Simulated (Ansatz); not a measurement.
Could BN exist in this structure?

Plane-wave DFT in Ansatz with scalar-relativistic PAW potentials. The crystal relaxes under PBE to F-43m with a = 3.625 Å, 5.95 Å³/atom. No spin polarisation.

```
B N
1.0
     0.00000    1.81235    1.81235
     1.81235    0.00000    1.81235
     1.81235    1.81235    0.00000
B N
1 1
Direct
  0.00000 0.00000 0.00000
  0.75000 0.75000 0.75000
```

Q: Test it against the elements, against displacements at the zone centre and against strain.

A:
- Energy over the elements: -1.174 eV/atom (PBE, standard states in the same functional, gases uncorrected)
- Optical modes at Γ: all 3 real, at 1068 cm⁻¹ (LDA, without the LO-TO term)
- Least eigenvalue of the elastic tensor: 474 GPa (LDA)

It passes all three tests. So it is a local minimum against everything tried and bound against the elements. Modes at other wave vectors, other structures and decomposition into other compounds weren't tested here. The modes and the tensor belong to cells relaxed at their own level (5.74 Å³/atom for the tensor), not to the cell shown; modes and shear constants soften as a cell grows, so the larger cell shown may fail a test that the smaller one passes.